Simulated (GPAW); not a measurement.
# Ti (Im-3m) in GPAW: single point with r2SCAN

Aim: the single point of Ti with r2SCAN.

All numbers are computed with GPAW 26.7.0; they aren't measurements. Logs are shortened: lines on timing, memory, paths and dates and some standing lists are left out, and cuts for length are marked. The log counts tension as positive stress, the text compression.

## Step 1: The cell of the first run

The structure is cubic, space group Im-3m (No. 229). Conventional cell: a = 3.192 Å, b = 3.192 Å, c = 3.192 Å, α = 90.00°, β = 90.00°, γ = 90.00°. Ti (site symmetry m-3m) is surrounded by 8 Ti at 2.76 Å.

This isn't the form of Ti at room conditions, which is hcp.

## Step 2: Single point, r2SCAN (volume scaled by 0.92)

run.py

```python
from ase.dft.bandgap import bandgap
from ase.io import write
from ase.spacegroup import crystal
from ase.units import GPa
from gpaw import GPAW, PW

# Ti 2a
atoms = crystal(['Ti'],
                basis=[[0.0, 0.0, 0.0]],
                spacegroup=229, setting=1,  # Im-3m
                cellpar=[3.19203653, 3.19203653, 3.19203653, 90.0, 90.0, 90.0],
                primitive_cell=True)

calc = GPAW(mode=PW(450),
            xc='MGGA_X_R2SCAN+MGGA_C_R2SCAN',
            kpts={'size': (9, 9, 9), 'gamma': True},
            occupations={'name': 'fermi-dirac', 'width': 0.05},
            nbands=14,
            maxiter=120,
            txt='gpaw.txt')
atoms.calc = calc
energy = atoms.get_potential_energy()
forces = atoms.get_forces()
stress = atoms.get_stress()
calc.write('gs.gpw')
write('result.traj', atoms)
print(f'Energy: {energy:.6f} eV')
print('Forces (eV/A):')
print(forces.round(4))
print('Stress (GPa):', (stress / GPa).round(3))
print('Fermi level:', round(calc.get_fermi_level(), 4), 'eV')
print(f'Gap: {bandgap(calc)[0]:.4f} eV, direct: {bandgap(calc, direct=True)[0]:.4f} eV')
```

Potentials or basis: GPAW PAW data sets (gpaw-data 1.2.1), pw.

Started as:

```sh
$ OMP_NUM_THREADS=1 python run.py
```

gpaw.txt:

```text
__  _  _
 | _ |_)|_||  |
 |__||  | ||/\| - 26.7.0

Input parameters:
  mode=PW(ecut=450.00000000000006),
  kpts=MonkhorstPack(size=(9, 9, 9), gamma=True),
  maxiter=120,
  nbands=14,
  occupations=Occupations(name='fermi-dirac', width=0.05),
  xc=XC(name='MGGA_X_R2SCAN+MGGA_C_R2SCAN')

Diagonalizing LCAO Hamiltonian
Converting LCAO to pw mode

       Ti

Atoms  # Å, Bohr magnetons
|   | symbol |        x |        y |        z |    initial magnetic moments |
|---|--------|----------|----------|----------|-----------------------------|
| 0 |     Ti | 0.000000 | 0.000000 | 0.000000 | ( 0.0000,  0.0000,  0.0000) |

Unit cell  # Å
| periodic |         x |         y |         z |  lengths |     angles |
|----------|-----------|-----------|-----------|----------|------------|
|      yes | -1.596018 |  1.596018 |  1.596018 | 2.764385 | 109.471221 |
|      yes |  1.596018 | -1.596018 |  1.596018 | 2.764385 | 109.471221 |
|      yes |  1.596018 |  1.596018 | -1.596018 | 2.764385 | 109.471221 |

Number of symmetries: 48
Symmetry operations  # r_c * U_cc + t_c -> r_c
|    | kind |            matrix            |
|----|------|------------------------------|
|  0 |  σ   |  1, 1, 1,  0, 0,-1,  0,-1, 0 |
|  1 |  C4  |  1, 1, 1,  0, 0,-1, -1, 0, 0 |
|  2 |  C2  |  1, 1, 1,  0,-1, 0,  0, 0,-1 |
|  3 |  S6  |  1, 1, 1,  0,-1, 0, -1, 0, 0 |
|  4 |  S6  |  1, 1, 1, -1, 0, 0,  0, 0,-1 |
|  5 |  C4  |  1, 1, 1, -1, 0, 0,  0,-1, 0 |
|  6 |  E   |  1, 0, 0,  0, 1, 0,  0, 0, 1 |
|  7 |  σ   |  1, 0, 0,  0, 1, 0, -1,-1,-1 |
|  8 |  σ   |  1, 0, 0,  0, 0, 1,  0, 1, 0 |
|  9 |  C3  |  1, 0, 0,  0, 0, 1, -1,-1,-1 |
| 10 |  C3  |  1, 0, 0, -1,-1,-1,  0, 1, 0 |
| 11 |  σ   |  1, 0, 0, -1,-1,-1,  0, 0, 1 |
| 12 |  σ   |  0, 1, 0,  1, 0, 0,  0, 0, 1 |
| 13 |  C2  |  0, 1, 0,  1, 0, 0, -1,-1,-1 |
| 14 |  C3  |  0, 1, 0,  0, 0, 1,  1, 0, 0 |
| 15 |  S4  |  0, 1, 0,  0, 0, 1, -1,-1,-1 |
| 16 |  S4  |  0, 1, 0, -1,-1,-1,  1, 0, 0 |
| 17 |  C3  |  0, 1, 0, -1,-1,-1,  0, 0, 1 |
| 18 |  C3  |  0, 0, 1,  1, 0, 0,  0, 1, 0 |
| 19 |  S4  |  0, 0, 1,  1, 0, 0, -1,-1,-1 |
| 20 |  σ   |  0, 0, 1,  0, 1, 0,  1, 0, 0 |
| 21 |  C3  |  0, 0, 1,  0, 1, 0, -1,-1,-1 |
| 22 |  C2  |  0, 0, 1, -1,-1,-1,  1, 0, 0 |
| 23 |  S4  |  0, 0, 1, -1,-1,-1,  0, 1, 0 |
| 24 |  C4  |  0, 0,-1,  1, 1, 1,  0,-1, 0 |
| 25 |  σ   |  0, 0,-1,  1, 1, 1, -1, 0, 0 |
| 26 |  S6  |  0, 0,-1,  0,-1, 0,  1, 1, 1 |
| 27 |  C2  |  0, 0,-1,  0,-1, 0, -1, 0, 0 |
| 28 |  C4  |  0, 0,-1, -1, 0, 0,  1, 1, 1 |
| 29 |  S6  |  0, 0,-1, -1, 0, 0,  0,-1, 0 |
| 30 |  S6  |  0,-1, 0,  1, 1, 1,  0, 0,-1 |
| 31 |  C4  |  0,-1, 0,  1, 1, 1, -1, 0, 0 |
| 32 |  C4  |  0,-1, 0,  0, 0,-1,  1, 1, 1 |
| 33 |  S6  |  0,-1, 0,  0, 0,-1, -1, 0, 0 |
| 34 |  σ   |  0,-1, 0, -1, 0, 0,  1, 1, 1 |
| 35 |  C2  |  0,-1, 0, -1, 0, 0,  0, 0,-1 |
| 36 |  C2  | -1, 0, 0,  1, 1, 1,  0, 0,-1 |
| 37 |  S6  | -1, 0, 0,  1, 1, 1,  0,-1, 0 |
| 38 |  S6  | -1, 0, 0,  0, 0,-1,  1, 1, 1 |
| 39 |  C2  | -1, 0, 0,  0, 0,-1,  0,-1, 0 |
| 40 |  C2  | -1, 0, 0,  0,-1, 0,  1, 1, 1 |
| 41 |  i   | -1, 0, 0,  0,-1, 0,  0, 0,-1 |
| 42 |  S4  | -1,-1,-1,  1, 0, 0,  0, 1, 0 |
| 43 |  C3  | -1,-1,-1,  1, 0, 0,  0, 0, 1 |
| 44 |  C3  | -1,-1,-1,  0, 1, 0,  1, 0, 0 |
| 45 |  σ   | -1,-1,-1,  0, 1, 0,  0, 0, 1 |
| 46 |  S4  | -1,-1,-1,  0, 0, 1,  1, 0, 0 |
| 47 |  C2  | -1,-1,-1,  0, 0, 1,  0, 1, 0 |

BZ-sampling:
  Number of BZ points: 729
  Number of IBZ points: 35

  Monkhorst-Pack size: [9, 9, 9]
  Monkhorst-Pack shift: [0, 0, 0]

K-points  # in reciprocal-cell coordinates
|     |                                coordinates |     weight |
|-----|--------------------------------------------|------------|
|   0 | (  0.00000000,   0.00000000,   0.00000000) | 0.00137174 |
|   1 | (  0.11111111,   0.00000000,   0.00000000) | 0.01646091 |
|   2 | (  0.11111111,   0.11111111,  -0.11111111) | 0.00823045 |
|   3 | (  0.22222222,   0.00000000,  -0.11111111) | 0.03292181 |
|   4 | (  0.22222222,   0.00000000,   0.00000000) | 0.01646091 |
|   5 | (  0.22222222,   0.11111111,  -0.11111111) | 0.03292181 |
|   6 | (  0.22222222,   0.22222222,  -0.22222222) | 0.00823045 |
|   7 | (  0.33333333,  -0.11111111,  -0.11111111) | 0.01097394 |
|   8 | (  0.33333333,   0.00000000,  -0.11111111) | 0.06584362 |
|   9 | (  0.33333333,   0.00000000,   0.00000000) | 0.01646091 |
| ... |                                            |            |
|  34 | (  0.44444444,   0.44444444,   0.44444444) | 0.01097394 |

Plane wave coefficients: 370
Cutoff: 450.00000000000006 eV

Spin-components: 1 (collinear spins)
Bands:           14
Projectors:      6
Spin-degeneracy: 2
Datatype:        complex128

Parallelization:
  kpt:    1
  domain: 1
  band:   1

Density:
  Valence electrons: 12.0
  Components: 1
  Grid points: [14 14 14]
  Charge: 0.0  # |e|

Potential:
  Grid points: [14 14 14]

species:
  Ti:
    name:    Titanium
    Z:       22.0
    valence: 12
    core:    10
    charge:  0.0  # [|e|]
    compensation charges:
      type: gauss
      rc: 0.38  # [Å]
      lmax: 2
    cutoffs:
      filter: 2.23  # [Å]
      core: 1.02  # [Å]
    projectors
    | kind |    occ | energy [eV] | rcut [Å] |
    |------|--------|-------------|----------|
    |   3s |  2.000 |     -62.623 |    1.270 |
    |   4s |  2.000 |      -4.466 |    1.270 |
    |   3p |  6.000 |     -38.862 |    1.058 |
    |   4p |  0.000 |      -1.466 |    1.058 |
    |   3d |  2.000 |      -4.258 |    1.058 |
    |    d |        |      22.953 |    1.058 |

    Using partial waves for Ti as LCAO basis

Reference energy: -23224.014282  # eV

eigensolver:
  PPCG
  Converge bands: occupied
  niter=2

density mixing:
  MSR1-Mixer
  Pratt-step length: 0.05
  Maximum mixing coefficient: 0.75
  Old densities: 10
  SVD Regularization: 0.005
  Good broyden scale: 1.0
  Trust region scale: 1.0
  Backstep threshold: 4.0
  History deletion threshold: 6.0
  Fourier metric: weight=20.0, sigma=0.015

occupation numbers:
  Fermi-Dirac:
    width: 0.0500  # eV

poisson solver:
  ecut: 3600.0000000000005  # eV

xc functional:
  name: MGGA_X_R2SCAN+MGGA_C_R2SCAN with 2 nearest neighbor stencil

convergence criteria:
- Maximum [total energy] change in last 3 cyles: 0.0005 eV / valence electron
- Maximum integral of absolute [dens]ity change: 0.0001 electrons / valence electron
- Maximum integral of absolute [eigenst]ate change: 4e-08 eV^2 / valence electron
maximum number of iterations: 120

SCF iterations
|iter     | |      energy | eigst |  dens |
|---------|-|-------------|-------|-------|
|iter:   1| |  -15.194326 | +0.03 |       |
|iter:   2| |  -11.359647 | -2.02 | -1.24 |
|iter:   3| |  -11.178875 | -1.65 | -1.25 |
|iter:   4| |  -11.183131 | -3.12 | -1.82 |
|iter:   5| |  -11.185704 | -4.20 | -2.39 |
|iter:   6| |  -11.185906c| -4.96 | -3.06 |
|iter:   7| |  -11.185917c| -5.78 | -3.41 |
|iter:   8| |  -11.185917c| -7.39 | -4.24c|
|iter:   9| |  -11.185917c| -8.03c| -5.16c|

Converged in 9 steps
Energy contributions relative to reference atoms: (reference = -23224.014282)

Energy contributions:
  Kinetic:           7.491441
  Coulomb:          -6.384400
  Zero:             -0.195437
  External:          0.000000
  Xc:              -12.087088
  Entropy:          -0.020865
  Spinorbit:         0.000000
  ----------------------------
  Free energy:     -11.196349
  Extrapolated:    -11.185917

dipole moment: (-5.079996, -5.079996, -5.079996)  # |e|*Ang

Fermi level: 9.057
Eigenvalues  # (at kpt = [0.000, 0.000, 0.000])
| band index |      eig [eV] | occ [0-2] |
|------------|---------------|-----------|
|          0 |       -49.748 |     2.000 |
|          1 |       -24.469 |     2.000 |
|          2 |       -24.469 |     2.000 |
|          3 |       -24.469 |     2.000 |
|          4 |         2.551 |     2.000 |
|          5 |        10.239 |     0.000 |
|          6 |        10.239 |     0.000 |
|          7 |        10.239 |     0.000 |
|          8 |        12.165 |     0.000 |
|          9 |        12.165 |     0.000 |
|         10 |        27.665 |     0.000 |
|         11 |        27.665 |     0.000 |
|         12 |        27.665 |     0.000 |
|         13 |        34.344 |     0.000 |

No gap
No difference between direct/indirect transitions

Forces  # eV/Ang
|       x |       y |       z |
|---------|---------|---------|
| 0.00000 | 0.00000 | 0.00000 |  # Ti   0

Stress tensor  # eV/Ang^3
|         x |         y |         z |
|-----------|-----------|-----------|
| -0.042634 | -0.000000 | -0.000000 |
| -0.000000 | -0.042634 | -0.000000 |
| -0.000000 | -0.000000 | -0.042634 |

# Writing to gs.gpw (mode='')
```

It took 8.6 s on 1 thread of Arm Neoverse V2, shared host; peak memory 0.19 GiB.

Results:

```yaml
Free_energy: -11.1963 eV
Pressure: 6.8 GPa
Band_gap_on_the_k_mesh: none (metal or under the smearing width)
```

Levels at points of the mesh, in eV from the Fermi level:
```csv
k point,band 4,band 5,band 6,band 7,band 8,band 9
"(0.00, 0.00, 0.00)",-33.53,-6.51,1.18,1.18,1.18,3.11
```

Caveat: the cutoff is short for stress and forces, so pressures can be off by a GPa or more; the PAW data sets were made with another functional, which shifts forces and pressure a little.
